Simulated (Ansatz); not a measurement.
# Nickel, simple cubic under revPBE: structure, energy and stiffness, part 2 of 2

The plan for nickel in the simple cubic structure: relax it, solve it on a dense k-mesh, then scale the cell to 7 volumes from 88 to 112 % of the relaxed one and try a fit of the equation of state. The start is ferromagnetic. The k-meshes are 14×14×14 for the relaxation; 22×22×22 for the dense run; 15×15×15 for the volumes.

Ansatz 0.2.0; DFT, revPBE, plane waves (420 eV) with PAW, scalar-relativistic. Earlier steps stand in the parts before.

**3. The energy on a finer k-mesh**

This is Ni in the simple cubic structure; at room conditions it is fcc.

input.yaml

```yaml
crystal:
  lattice:
    - [2.3470572277, 0.0, 0.0]
    - [0.0, 2.3470572277, 0.0]
    - [0.0, 0.0, 2.3470572277]
  atoms:
    - { symbol: Ni, position: [0.0, 0.0, 0.0], spin: 0.572 }
hamiltonian:
  xc: revpbe
  pseudopotentials:
    kind: paw
    azcp:
      Ni: "pseudopotentials/Ni.paw.azcp"
basis:
  ecutwfc: 420
  fft_grid_basis: typed
kpoints:
  mp_grid: { grid: [22, 22, 22], shift: [0, 0, 0] }
magnetization:
  spin_polarized: true
scf:
  occupations: { method: fermi_dirac, width: 0.05 }
```

Log, shortened:

```text
Warning: RAYON_NUM_THREADS=2 ignored (pool sized by the plan → 2); use --threads N
[...]
Pseudopotentials: kind: paw
Pseudopotential: Ni, paw, valence charge 18, recommended cutoff 420 eV (normal), <dir>
Functional definition: revPBE
[...]
Crystal: 1 atoms, lattice volume = 12.929 Å³
Basis set: ecut = 420 eV, 251 PW (Γ)
Bands: 14, of which v1, the nominal top of the filled ones, is band 9 counted from 1 (8 counted from 0)
Symmetry: 48 space group operations
[...]
SCF converged after 12 iterations
Magnetization: 0.6160 μB (9.3080 up, 8.6920 down)
Absolute magnetization: 0.6568 μB (∫|ρ↑−ρ↓|, with the PAW one-centre terms)
Spin contamination: 0.0040 ħ² per cell (⟨S²⟩ above its minimum at these occupations)
Per-site moments (μB) at R_I (Å): [(0.6338606495987934, 0.9681611064262501)]
Free energy (F): -5842.609591 eV
[...]
E sigma→0 (E₀):  -5842.600870 eV
Entropy (-TS):   -0.017441 eV (-17.441 meV/atom)
Fermi energy:    14.660127 eV
[...]
```

It took 6.7 s on 2 threads of Arm Neoverse V1, shared host; peak memory 0.37 GiB.

**4. Volume × 0.88**

input.yaml

```yaml
crystal:
  lattice:
    - [2.2491473213, 0.0, 0.0]
    - [0.0, 2.2491473213, 0.0]
    - [0.0, 0.0, 2.2491473213]
  atoms:
    - { symbol: Ni, position: [0.0, 0.0, 0.0], spin: 0.634 }
hamiltonian:
  xc: revpbe
  pseudopotentials:
    kind: paw
    azcp:
      Ni: "pseudopotentials/Ni.paw.azcp"
basis:
  ecutwfc: 420
  fft_grid_basis: typed
kpoints:
  mp_grid: { grid: [15, 15, 15], shift: [0, 0, 0] }
magnetization:
  spin_polarized: true
scf:
  occupations: { method: fermi_dirac, width: 0.05 }
  lower_state_search: "off"
output:
  stress: true
```

Log, shortened:

```text
Warning: RAYON_NUM_THREADS=2 ignored (pool sized by the plan → 2); use --threads N
[...]
[... 3 set-up lines as earlier in the session ...]
[...]
Crystal: 1 atoms, lattice volume = 11.378 Å³
Basis set: ecut = 420 eV, 251 PW (Γ)
Bands: 14, of which v1, the nominal top of the filled ones, is band 9 counted from 1 (8 counted from 0)
[... 1 set-up line as earlier in the session ...]
[...]
Spin contamination: 0.0017 ħ² per cell (⟨S²⟩ above its minimum at these occupations)
Per-site moments (μB) at R_I (Å): [(0.4180361327496018, 0.9277732700362501)]
Free energy (F): -5842.511018 eV
[...]
E sigma→0 (E₀):  -5842.503975 eV
Entropy (-TS):   -0.014086 eV (-14.086 meV/atom)
Fermi energy:    17.276369 eV
[...]
--- Stress (GPa, compression-positive) ---
       22.728519       0.000000       0.000000
        0.000000      22.728519       0.000000
        0.000000       0.000000      22.728519
  P = ⅓ Tr σ = 22.7285 GPa (227.285 kbar)
```

Run time: 2.9 s. Hardware: 2 threads of Arm Neoverse V1, shared host; peak memory 0.26 GiB.

**5. Volume × 0.92**

Edit input.yaml of step 4 so:

```diff
@@ -2,5 +2,5 @@
   lattice:
-    - [2.2491473213, 0.0, 0.0]
-    - [0.0, 2.2491473213, 0.0]
-    - [0.0, 0.0, 2.2491473213]
+    - [2.2827216342, 0.0, 0.0]
+    - [0.0, 2.2827216342, 0.0]
+    - [0.0, 0.0, 2.2827216342]
   atoms:
```

Log, shortened:

```text
Warning: RAYON_NUM_THREADS=2 ignored (pool sized by the plan → 2); use --threads N
[...]
[... 3 set-up lines as earlier in the session ...]
[...]
Crystal: 1 atoms, lattice volume = 11.895 Å³
Basis set: ecut = 420 eV, 251 PW (Γ)
Bands: 14, of which v1, the nominal top of the filled ones, is band 9 counted from 1 (8 counted from 0)
[... 1 set-up line as earlier in the session ...]
[...]
Spin contamination: 0.0021 ħ² per cell (⟨S²⟩ above its minimum at these occupations)
Per-site moments (μB) at R_I (Å): [(0.4614920583597407, 0.9416226741075001)]
Free energy (F): -5842.568513 eV
[...]
E sigma→0 (E₀):  -5842.560832 eV
Entropy (-TS):   -0.015361 eV (-15.361 meV/atom)
Fermi energy:    16.322214 eV
[...]
--- Stress (GPa, compression-positive) ---
       13.290563      -0.000000       0.000000
        0.000000      13.290563       0.000000
        0.000000       0.000000      13.290563
  P = ⅓ Tr σ = 13.2906 GPa (132.906 kbar)
```

It took 2.1 s on 2 threads of Arm Neoverse V1, shared host; peak memory 0.26 GiB.

**6. Volume × 0.96**

Edit input.yaml of step 5 so:

```diff
@@ -2,5 +2,5 @@
   lattice:
-    - [2.2827216342, 0.0, 0.0]
-    - [0.0, 2.2827216342, 0.0]
-    - [0.0, 0.0, 2.2827216342]
+    - [2.3153363497, 0.0, 0.0]
+    - [0.0, 2.3153363497, 0.0]
+    - [0.0, 0.0, 2.3153363497]
   atoms:
```

Log, shortened:

```text
Warning: RAYON_NUM_THREADS=2 ignored (pool sized by the plan → 2); use --threads N
[...]
[... 3 set-up lines as earlier in the session ...]
[...]
Crystal: 1 atoms, lattice volume = 12.412 Å³
Basis set: ecut = 420 eV, 251 PW (Γ)
Bands: 14, of which v1, the nominal top of the filled ones, is band 9 counted from 1 (8 counted from 0)
[... 1 set-up line as earlier in the session ...]
[...]
Spin contamination: 0.0029 ħ² per cell (⟨S²⟩ above its minimum at these occupations)
Per-site moments (μB) at R_I (Å): [(0.5317609899745206, 0.95507624425125)]
Free energy (F): -5842.599081 eV
[...]
E sigma→0 (E₀):  -5842.590672 eV
Entropy (-TS):   -0.016817 eV (-16.817 meV/atom)
Fermi energy:    15.453954 eV
[...]
--- Stress (GPa, compression-positive) ---
        5.963869       0.000000       0.000000
       -0.000000       5.963869       0.000000
        0.000000       0.000000       5.963869
  P = ⅓ Tr σ = 5.9639 GPa (59.639 kbar)
```

Run time: 2.2 s. Hardware: 2 threads of Arm Neoverse V1, shared host; peak memory 0.26 GiB.

**7. Volume × 1.0**

Edit input.yaml of step 6 so:

```diff
@@ -2,5 +2,5 @@
   lattice:
-    - [2.3153363497, 0.0, 0.0]
-    - [0.0, 2.3153363497, 0.0]
-    - [0.0, 0.0, 2.3153363497]
+    - [2.3470572277, 0.0, 0.0]
+    - [0.0, 2.3470572277, 0.0]
+    - [0.0, 0.0, 2.3470572277]
   atoms:
```

Log, shortened:

```text
Warning: RAYON_NUM_THREADS=2 ignored (pool sized by the plan → 2); use --threads N
[...]
[... 3 set-up lines as earlier in the session ...]
[...]
Crystal: 1 atoms, lattice volume = 12.929 Å³
Basis set: ecut = 420 eV, 251 PW (Γ)
Bands: 14, of which v1, the nominal top of the filled ones, is band 9 counted from 1 (8 counted from 0)
[... 1 set-up line as earlier in the session ...]
[...]
Spin contamination: 0.0042 ħ² per cell (⟨S²⟩ above its minimum at these occupations)
Per-site moments (μB) at R_I (Å): [(0.6373272560626884, 0.9681611064262501)]
Free energy (F): -5842.608923 eV
[...]
E sigma→0 (E₀):  -5842.599852 eV
Entropy (-TS):   -0.018142 eV (-18.142 meV/atom)
Fermi energy:    14.662883 eV
[...]
--- Stress (GPa, compression-positive) ---
        0.394348       0.000000       0.000000
        0.000000       0.394348       0.000000
        0.000000       0.000000       0.394348
  P = ⅓ Tr σ = 0.3943 GPa (3.943 kbar)
```

Run time: 2.2 s. Hardware: 2 threads of Arm Neoverse V1, shared host; peak memory 0.26 GiB.

**8. Volume × 1.04**

Edit input.yaml of step 7 so:

```diff
@@ -2,5 +2,5 @@
   lattice:
-    - [2.3470572277, 0.0, 0.0]
-    - [0.0, 2.3470572277, 0.0]
-    - [0.0, 0.0, 2.3470572277]
+    - [2.3779431016, 0.0, 0.0]
+    - [0.0, 2.3779431016, 0.0]
+    - [0.0, 0.0, 2.3779431016]
   atoms:
```

Log, shortened:

```text
Warning: RAYON_NUM_THREADS=2 ignored (pool sized by the plan → 2); use --threads N
[...]
[... 3 set-up lines as earlier in the session ...]
[...]
Crystal: 1 atoms, lattice volume = 13.446 Å³
Basis set: ecut = 420 eV, 251 PW (Γ)
Bands: 14, of which v1, the nominal top of the filled ones, is band 9 counted from 1 (8 counted from 0)
[... 1 set-up line as earlier in the session ...]
[...]
Spin contamination: 0.0053 ħ² per cell (⟨S²⟩ above its minimum at these occupations)
Per-site moments (μB) at R_I (Å): [(0.7087658640844682, 0.9809015294100001)]
Free energy (F): -5842.602683 eV
[...]
E sigma→0 (E₀):  -5842.593294 eV
Entropy (-TS):   -0.018779 eV (-18.779 meV/atom)
Fermi energy:    13.929905 eV
[...]
--- Stress (GPa, compression-positive) ---
       -4.110012       0.000000       0.000000
        0.000000      -4.110012       0.000000
        0.000000       0.000000      -4.110012
  P = ⅓ Tr σ = -4.1100 GPa (-41.100 kbar)
```

Wall time 2.5 s (2 threads of Arm Neoverse V1, shared host); peak memory 0.26 GiB.

**9. Volume × 1.08**

Edit input.yaml of step 8 so:

```diff
@@ -2,5 +2,5 @@
   lattice:
-    - [2.3779431016, 0.0, 0.0]
-    - [0.0, 2.3779431016, 0.0]
-    - [0.0, 0.0, 2.3779431016]
+    - [2.4080468429, 0.0, 0.0]
+    - [0.0, 2.4080468429, 0.0]
+    - [0.0, 0.0, 2.4080468429]
   atoms:
@@ -25 +25,5 @@
   stress: true
+  write_density: true
+  write_potential: true
+  elf: true
+  volumetric_format: npy
```

Log:

```text
Warning: RAYON_NUM_THREADS=2 ignored (pool sized by the plan → 2); use --threads N
[... 8 set-up lines as earlier in the session ...]
Crystal: 1 atoms, lattice volume = 13.964 Å³
Basis set: ecut = 420 eV, 257 PW (Γ)
Bands: 14, of which v1, the nominal top of the filled ones, is band 9 counted from 1 (8 counted from 0)
[... 1 set-up line as earlier in the session ...]
Space group: Pm-3m (ITA 221), of the structure as read, at distance tolerance 2.4e-5 Å
Magnetic group: BNS 221.92 (UNI 1594), of the structure as read, at distance tolerance 2.4e-5 Å
k-points: 120 of 3375
[... 5 set-up lines as earlier in the session ...]
Starting moments: Σ|m| = 0.634 μB on 1 of 1 site
[... 2 set-up lines as earlier in the session ...]
SCF iter   1: F=—  HF=-5842.734673 eV  |F-HF|=—  |Δ(HF+E_count)|=         —  Δρ=6.22e-2 (↑6.22e-2 ↓5.72e-2)  dr2=1.21e0  dr2_m=2.37e-3  M=0.558 μB ∫|m|=0.565 μB  β_m=0.30  ethr=3.10e-3  ⟨swp⟩=5.6  Hψ=17138  notcnv=0
preconditioner: auto → none  [metal: Δε(μ)=0.009 eV  Ē_g=14.931 eV  σ=0.050 eV  W_gap=0.04  n_scr=6 (ndim 8)  ℏωp=31.4 eV  f_vac=0.000  D(μ)=2.44/eV (n_scr^D=32)  sad-step TF]
SCF iter   2: F=—  HF=-5842.604990 eV  |F-HF|=—  |Δ(HF+E_count)|=   1.30e-1  Δρ=1.72e-2 (↑1.72e-2 ↓7.56e-3)  dr2=5.30e-2  dr2_m=7.30e-3  M=0.594 μB ∫|m|=0.607 μB  β_m=1.00  ethr=3.10e-3  ⟨swp⟩=3.0  Hψ=7459  notcnv=0  defer=105
SCF iter   3: F=—  HF=-5842.589510 eV  |F-HF|=—  |Δ(HF+E_count)|=   1.55e-2  Δρ=1.11e-2 (↑1.11e-2 ↓5.71e-3)  dr2=3.25e-2  dr2_m=1.33e-3  M=0.597 μB ∫|m|=0.630 μB  β_m=1.00  ethr=2.95e-4  ⟨swp⟩=2.0  Hψ=4401  notcnv=0  defer=105
SCF iter   4: F=—  HF=-5842.573318 eV  |F-HF|=—  |Δ(HF+E_count)|=   1.62e-2  Δρ=6.32e-3 (↑1.58e-3 ↓6.32e-3)  dr2=1.73e-3  dr2_m=1.81e-3  M=0.618 μB ∫|m|=0.657 μB  β_m=1.00  ethr=1.80e-4  ⟨swp⟩=2.1  Hψ=4425  notcnv=0  defer=105
SCF iter   5: F=—  HF=-5842.575643 eV  |F-HF|=—  |Δ(HF+E_count)|=   2.32e-3  Δρ=4.36e-3 (↑9.16e-4 ↓4.36e-3)  dr2=1.32e-3  dr2_m=6.38e-4  M=0.631 μB ∫|m|=0.674 μB  β_m=1.00  ethr=9.61e-6  ⟨swp⟩=2.2  Hψ=4555  notcnv=0  defer=105
SCF iter   6: F=—  HF=-5842.578065 eV  |F-HF|=—  |Δ(HF+E_count)|=   2.42e-3  Δρ=2.43e-3 (↑2.43e-3 ↓1.16e-3)  dr2=1.37e-4  dr2_m=3.83e-4  M=0.642 μB ∫|m|=0.686 μB  β_m=1.00  ethr=7.36e-6  ⟨swp⟩=2.0  Hψ=5542  notcnv=0  defer=105
SCF iter   7: F=—  HF=-5842.579445 eV  |F-HF|=—  |Δ(HF+E_count)|=   1.38e-3  Δρ=1.95e-3 (↑1.46e-3 ↓1.95e-3)  dr2=3.83e-5  dr2_m=3.61e-4  M=0.652 μB ∫|m|=0.698 μB  β_m=0.30  ethr=7.62e-7  ⟨swp⟩=2.2  Hψ=4942  notcnv=0  defer=105
Mixer restart at iter 7: flushing history
spin-set hold released at iteration 7 (site moments contracting): the magnetisation degrees of freedom join the quasi-Newton model from the next iteration; the mixer history was flushed
SCF iter   8: F=—  HF=-5842.580860 eV  |F-HF|=—  |Δ(HF+E_count)|=   1.41e-3  Δρ=2.50e-3 (↑2.50e-3 ↓2.47e-3)  dr2=1.12e-5  dr2_m=7.75e-4  M=0.661 μB ∫|m|=0.707 μB  β_m=0.55  ethr=2.13e-7  ⟨swp⟩=2.0  Hψ=4512  notcnv=0  defer=105
SCF iter   9: F=—  HF=-5842.582807 eV  |F-HF|=—  |Δ(HF+E_count)|=   1.95e-3  Δρ=4.94e-3 (↑2.26e-3 ↓4.94e-3)  dr2=6.43e-4  dr2_m=1.63e-3  M=0.688 μB ∫|m|=0.738 μB  β_m=0.82  ethr=6.20e-8  ⟨swp⟩=2.7  Hψ=6318  notcnv=0  defer=105
SCF iter  10: F=—  HF=-5842.583353 eV  |F-HF|=—  |Δ(HF+E_count)|=   5.46e-4  Δρ=4.84e-3 (↑4.84e-3 ↓6.69e-4)  dr2=1.56e-3  dr2_m=8.82e-4  M=0.700 μB ∫|m|=0.751 μB  β_m=0.36  ethr=6.20e-8  ⟨swp⟩=3.2  Hψ=7800  notcnv=0  defer=105
SCF iter  11: F=—  HF=-5842.583140 eV  |F-HF|=—  |Δ(HF+E_count)|=   2.14e-4  Δρ=1.03e-3 (↑1.03e-3 ↓9.19e-4)  dr2=8.87e-7  dr2_m=1.22e-4  M=0.716 μB ∫|m|=0.770 μB  β_m=0.96  ethr=6.20e-8  ⟨swp⟩=2.7  Hψ=6775  notcnv=0  defer=105
SCF iter  12: F=—  HF=-5842.583521 eV  |F-HF|=—  |Δ(HF+E_count)|=   3.81e-4  Δρ=3.46e-4 (↑3.46e-4 ↓2.49e-4)  dr2=9.97e-7  dr2_m=1.13e-5  M=0.750 μB ∫|m|=0.809 μB  β_m=0.98  ethr=4.93e-9  ⟨swp⟩=3.4  Hψ=7486  notcnv=0  defer=105
SCF iter  13: F=—  HF=-5842.583534 eV  |F-HF|=—  |Δ(HF+E_count)|=   1.31e-5  Δρ=1.43e-4 (↑3.33e-5 ↓1.43e-4)  dr2=1.82e-6  dr2_m=4.49e-7  M=0.758 μB ∫|m|=0.818 μB  β_m=0.95  ethr=4.93e-9  ⟨swp⟩=2.1  Hψ=5586  notcnv=0  defer=104
iter 14 did not close the SCF: its close was put off for a magnetic moment that had not settled (scf_convergence_deferred on its scf_iter line)
SCF iter  14: F=-5842.583534 eV  HF=-5842.583534 eV  |F-HF|=2.20e-8  |Δ(HF+E_count)|=   2.59e-7  Δρ=2.29e-5 (↑2.29e-5 ↓4.28e-6)  dr2=2.75e-8  dr2_m=2.00e-8  M=0.758 μB ∫|m|=0.818 μB  β_m=0.97  ethr=5.56e-10  ⟨swp⟩=7.8  Hψ=20407  notcnv=0
SCF iter  15: F=-5842.583534 eV  HF=-5842.583534 eV  |F-HF|=5.23e-10  |Δ(HF+E_count)|=   1.06e-8  Δρ=1.28e-6 (↑1.26e-6 ↓1.28e-6)  dr2=4.06e-10  dr2_m=1.52e-11  M=0.758 μB ∫|m|=0.817 μB  ethr=1.53e-10  ⟨swp⟩=5.1  Hψ=17066  notcnv=0
SCF 1 converged in 15 iterations: F = -5842.583534 eV  dr2 = 4.06e-10
SCF converged after 15 iterations
Magnetization: 0.7578 μB (9.3789 up, 8.6211 down)
Absolute magnetization: 0.8176 μB (∫|ρ↑−ρ↓|, with the PAW one-centre terms)
Spin contamination: 0.0068 ħ² per cell (⟨S²⟩ above its minimum at these occupations)
Per-site moments (μB) at R_I (Å): [(0.785471545174388, 0.99331932269625)]
Free energy (F): -5842.583534 eV
Harris-Foulkes:  -5842.583534 eV  (|F-HF|=5.23e-10)
Internal energy: -5842.563714 eV  (E = F + TS)
E sigma→0 (E₀):  -5842.573624 eV
Entropy (-TS):   -0.019820 eV (-19.820 meV/atom)
Fermi energy:    13.257282 eV
--- Per-component energies (eV) ---
  E_band       = -366.149938
  E_kinetic    = 280.437562
  E_local      = -3940.327761  (includes V_loc(G=0)·N_el)
  E_nonlocal   = 639.831657
  E_hartree    = 1646.117286
  E_xc         = -82.951851
  E_vxc        = -106.707127  (∫ρ·V_xc dr)
  E_paw        = -1637.070103  (= ΣΔE_a)
  E_vpaw       = -531.617898  (= ΣTr[D̂ρ^β])
  E_aug_tail   = 0.000686  (compensation charges beyond the density's cutoff)
  E_ewald      = -2748.569708
  E_core_change = -0.031482  (= ΣΔE_core)
  E_smearing   = -0.019820  (= −TS)
  E_closure    = -0.000000  (closes the sum)
  Σ components = -5842.583534   (vs F -5842.583534, Δ=0.00e0)
--- Stress (GPa, compression-positive) ---
       -7.566960       0.000000       0.000000
       -0.000000      -7.566960       0.000000
        0.000000       0.000000      -7.566960
  P = ⅓ Tr σ = -7.5670 GPa (-75.670 kbar)
--- Band table (eV; the first three rows and the last of 240) ---
  k-point 0 ↑: bands = ["-90.2382", "-50.4851", "-50.4851", "-50.4851", "5.7852", "9.9045", "9.9045", "12.6579", "12.6579", "12.6579", "31.3949", "31.3949", "31.3949", "34.7665"]
  k-point 1 ↑: bands = ["-90.2375", "-50.4922", "-50.4845", "-50.4845", "5.9071", "9.9195", "9.9549", "12.6174", "12.6174", "12.6612", "29.7178", "31.5560", "31.5560", "34.8087"]
  k-point 2 ↑: bands = ["-90.2354", "-50.5123", "-50.4829", "-50.4829", "6.2663", "9.9622", "10.1026", "12.5043", "12.5043", "12.6705", "27.0573", "32.0302", "32.0302", "34.9365"]
  k-point 119 ↓: bands = ["-89.2370", "-49.6856", "-49.6854", "-49.6854", "10.9038", "10.9440", "10.9440", "14.1559", "14.1559", "23.3762", "24.1126", "24.1126", "26.3524", "29.4670"]
```

Wall time 3.8 s (2 threads of Arm Neoverse V1, shared host); peak memory 0.27 GiB.

Density in a lattice plane of the grid's cell (edges 2.41 and 2.41 Å, at 0.000 of the third edge), which holds Ni. It is the smooth density of the valence electrons, not physical close to the nuclei.

Values in e/Å³, 12 rows by 12 columns:
```
42.05 29.53 11.79  3.42  0.98  0.43  0.34  0.43  0.98  3.42 11.79 29.53
16.00 11.79  5.36  1.86  0.65  0.34  0.28  0.34  0.65  1.86  5.36 11.79
 4.35  3.42  1.86  0.82  0.39  0.26  0.23  0.26  0.39  0.82  1.86  3.42
 1.16  0.98  0.65  0.39  0.26  0.20  0.18  0.20  0.26  0.39  0.65  0.98
 0.46  0.43  0.34  0.26  0.20  0.17  0.16  0.17  0.20  0.26  0.34  0.43
 0.36  0.34  0.28  0.23  0.18  0.16  0.15  0.16  0.18  0.23  0.28  0.34
 0.46  0.43  0.34  0.26  0.20  0.17  0.16  0.17  0.20  0.26  0.34  0.43
 1.16  0.98  0.65  0.39  0.26  0.20  0.18  0.20  0.26  0.39  0.65  0.98
 4.35  3.42  1.86  0.82  0.39  0.26  0.23  0.26  0.39  0.82  1.86  3.42
16.00 11.79  5.36  1.86  0.65  0.34  0.28  0.34  0.65  1.86  5.36 11.79
42.05 29.53 11.79  3.42  0.98  0.43  0.34  0.43  0.98  3.42 11.79 29.53
60.84 42.05 16.00  4.35  1.16  0.46  0.36  0.46  1.16  4.35 16.00 42.05
```
Columns run along the first of these edges and rows up along the second, over one cell in 12 and 12 even steps from the bottom left corner. Atoms in the plane (fractional): Ni at (0.00, 0.00).

Spin density (up less down) in a lattice plane of the grid's cell (edges 2.41 and 2.41 Å, at 0.000 of the third edge), which holds Ni.

Ten even steps from '0' (-0.01 e/Å³) to '9' (3.24 e/Å³):
```
865321000000000000012356
544210000000000000001244
222100000000000000000122
111000000000000000000011
000000000000000000000000
000000000000000000000000
000000000000000000000000
000000000000000000000000
000000000000000000000000
000000000000000000000000
000000000000000000000000
000000000000000000000000
000000000000000000000000
000000000000000000000000
000000000000000000000000
111000000000000000000011
222100000000000000000122
544210000000000000001244
865321000000000000012356
986421000000000000012468
```
Columns run along the first of these edges and rows up along the second, over one cell in 24 and 20 even steps from the bottom left corner. Atoms in the plane (fractional): Ni at (0.00, 0.00).

**10. Volume × 1.12**

Edit input.yaml of step 9 so:

```diff
@@ -2,5 +2,5 @@
   lattice:
-    - [2.4080468429, 0.0, 0.0]
-    - [0.0, 2.4080468429, 0.0]
-    - [0.0, 0.0, 2.4080468429]
+    - [2.4374161623, 0.0, 0.0]
+    - [0.0, 2.4374161623, 0.0]
+    - [0.0, 0.0, 2.4374161623]
   atoms:
@@ -25,5 +25 @@
   stress: true
-  write_density: true
-  write_potential: true
-  elf: true
-  volumetric_format: npy
```

Log, shortened:

```text
Warning: RAYON_NUM_THREADS=2 ignored (pool sized by the plan → 2); use --threads N
[...]
[... 3 set-up lines as earlier in the session ...]
[...]
Crystal: 1 atoms, lattice volume = 14.481 Å³
Basis set: ecut = 420 eV, 257 PW (Γ)
Bands: 14, of which v1, the nominal top of the filled ones, is band 9 counted from 1 (8 counted from 0)
[... 1 set-up line as earlier in the session ...]
[...]
Spin contamination: 0.0081 ħ² per cell (⟨S²⟩ above its minimum at these occupations)
Per-site moments (μB) at R_I (Å): [(0.8393108759035616, 1.0054341669487499)]
Free energy (F): -5842.554505 eV
[...]
E sigma→0 (E₀):  -5842.544573 eV
Entropy (-TS):   -0.019866 eV (-19.866 meV/atom)
Fermi energy:    12.631570 eV
[...]
--- Stress (GPa, compression-positive) ---
      -10.370451       0.000000       0.000000
        0.000000     -10.370451       0.000000
        0.000000       0.000000     -10.370451
  P = ⅓ Tr σ = -10.3705 GPa (-103.705 kbar)
```

It took 3.1 s on 2 threads of Arm Neoverse V1, shared host; peak memory 0.27 GiB.

**11. The equation of state**

The cell was scaled evenly, with its shape and the fractional positions fixed.

| V (Å³/atom) | E − E₀ (meV/atom) | P from the stress (GPa) | P from the fit (GPa) | largest moment (μB) |
| --- | --- | --- | --- | --- |
| 11.378 | 96.0 | 22.73 | 22.45 | 0.42 |
| 11.895 | 39.2 | 13.29 | 13.08 | 0.46 |
| 12.412 | 9.3 | 5.96 | 5.81 | 0.53 |
| 12.929 | 0.1 | 0.39 | 0.16 | 0.64 |
| 13.446 | 6.7 | -4.11 | -4.24 | 0.71 |
| 13.964 | 26.4 | -7.57 | -7.65 | 0.79 |
| 14.481 | 55.4 | -10.37 | -10.28 | 0.84 |

A third-order Birch-Murnaghan fit gives V₀ = 12.946 Å³/atom, B₀ = 123 GPa and B₀′ = 5.3; it misses no point by more than 0.19 meV/atom.

Fit and stress differ a little: one follows E(σ → 0), the other the smeared free energy.

**12. Summary of results**

What follows sums up all 2 parts.

```
                      quantity                                  value
space group (spins left aside)                        Pm-3m (No. 221)
             conventional cell                            a = 2.347 Å
                        volume                         12.929 Å³/atom
             shortest distance                                2.347 Å
               gap on the mesh           none (levels filled in part)
                magnetic state  ferromagnetic, up to 0.63 μB per atom
relative to fcc, ferromagnetic                          +694 meV/atom
                   V₀, B₀, B₀′           12.946 Å³/atom, 123 GPa, 5.3
```

The relaxation enlarged the cell by 9.4 % in volume. It lies 694 meV/atom above the element's reference form at the same level (fcc, ferromagnetic, from a run of its own). The final state is ferromagnetic (largest moment 0.63 μB). No gap shows: it is a metal or semimetal at this level. B₀ comes out at 123 GPa. Relaxation kept the symmetry; phonons were not checked.
